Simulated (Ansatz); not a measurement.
A run of Ansatz 0.2.0 is set up as follows.

input.yaml

```yaml
crystal:
  lattice:
    - [0.0, 2.9305, 2.9305]
    - [2.9305, 0.0, 2.9305]
    - [2.9305, 2.9305, 0.0]
  atoms:
    - { symbol: In, position: [0.0, 0.0, 0.0] }
    - { symbol: P, position: [0.75, 0.75, 0.75] }
hamiltonian:
  xc: r2scan
  pseudopotentials: { kind: paw_fr }
magnetization:
  noncollinear: true
  spin_orbit: true
kpoints:
  mp_grid: { grid: [6, 6, 6] }
  band_path:
    path:
      - [[0.0, 0.0, 0.0], [0.5, 0.0, 0.5], [0.5, 0.25, 0.75], [0.375, 0.375, 0.75], [0.0, 0.0, 0.0], [0.5, 0.5, 0.5], [0.625, 0.25, 0.625], [0.5, 0.25, 0.75], [0.5, 0.5, 0.5], [0.375, 0.375, 0.75]]
      - [[0.625, 0.25, 0.625], [0.5, 0.0, 0.5]]
    npoints: 14
scf:
  occupations: { method: fermi_dirac, width: 0.05 }
  n_extra_bands: 6
output:
  forces: true
  stress: true
  eigenvalues: true
  fatbands: true
```

Potentials or basis: Ansatz PAW.

Launch:

```sh
$ ansatz run input.yaml --threads 2 --pin off --max-ram 5632MiB --backend cpu --events-out ev --progress --plain --runs-dir out
```

Q: Estimate the pressure.

A: 1.6 GPa.

Q: Predict the band gap along the path.

A: 1.14 eV, direct.

Q: Predict the band gap on the k mesh.

A: 1.14 eV, direct.

Levels at the corners of the path, in eV from the valence-band top:
```
point  band 16  band 17  band 18  band 19  band 20  band 21
    Γ     0.00     0.00     0.00     1.14     1.14     4.09
    X    -2.49    -2.40    -2.40     1.97     1.97     2.51
    W    -3.09    -3.03    -2.97     4.54     4.54     4.75
    K    -3.41    -2.05    -2.04     2.60     2.61     4.70
    Γ     0.00     0.00     0.00     1.14     1.14     4.09
    L    -1.10    -0.99    -0.99     1.83     1.83     5.03
    U    -3.41    -2.05    -2.04     2.60     2.61     4.70
    W    -3.09    -3.03    -2.97     4.54     4.54     4.75
    L    -1.10    -0.99    -0.99     1.83     1.83     5.03
    K    -3.41    -2.05    -2.04     2.60     2.61     4.70
    U    -3.41    -2.05    -2.04     2.60     2.61     4.70
    X    -2.49    -2.40    -2.40     1.97     1.97     2.51
```

Caveat: the PAW data sets come from PBE, with cores solved anew for the run's functional, which leaves a small shift of forces and pressure.

**The experiment to reproduce.**

A printed reference work, data compilation reports, for a bulk crystal of InP at 1.6 K: band gap 1.4236 eV (direct).

Measured gap of InP: 1.4236 eV (direct; 1.6 K; a printed reference work, data compilation). This calculation gives 1.14 eV (-0.29 eV). The value is that of r2SCAN, without temperature or zero-point motion.
